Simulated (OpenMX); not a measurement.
## RbBr under changes of volume

One of the cells (41.053 Å³/atom); the others are scaled copies at fixed shape and fractional positions:

```
Rb Br
1.0
     0.00000    3.44970    3.44970
     3.44970    0.00000    3.44970
     3.44970    3.44970    0.00000
Rb Br
1 1
Direct
  0.00000 0.00000 0.00000
  0.50000 0.50000 0.50000
```

* Program: OpenMX 3.8.5
* Functional: PBE
* Potentials or basis: OpenMX 2013 PBE set, Rb11.0-s3p2d2, Br7.0-s3p2d2, fixed grid of 42 × 42 × 42 points
* k mesh: 7 × 7 × 7
* Occupations: fermi-dirac, width 0.05 eV
* Spin: no spin polarisation

```tsv
volume (Å³/atom)	energy over the lowest point (meV/atom)	gap on the mesh (eV)
37.833	33.37	4.47
38.638	23.36	4.41
39.443	?	?
41.053	4.67	4.25
41.858	1.72	4.20
42.663	0.00	4.16
```

Q: What does the run at 39.443 Å³/atom give?

A: Energy over the lowest point 15.42 meV/atom; gap on the mesh 4.35 eV.

Worked out: A Birch-Murnaghan fit of order 3 (a polynomial in V^(-2/3)) to the other rows has its minimum at 43.39 Å³/atom, just outside them, with B0 = V·E''(V) = 11.9 GPa and B' = 4.5. It gives 15.36 meV/atom at 39.443 Å³/atom, against the run's 15.42. A straight line through the other rows of the gap, of slope -2.6 eV per unit of ln V (its deformation potential), gives 4.36 eV, against the run's 4.35.

Energies are extrapolated to zero smearing.

Caveats: the basis of atomic orbitals isn't converged, which shifts pressures, moduli and gaps; an odd mesh through Γ misses points on the zone boundary, where band edges often lie (some runs). Spin-orbit coupling on Br, Rb is left out.
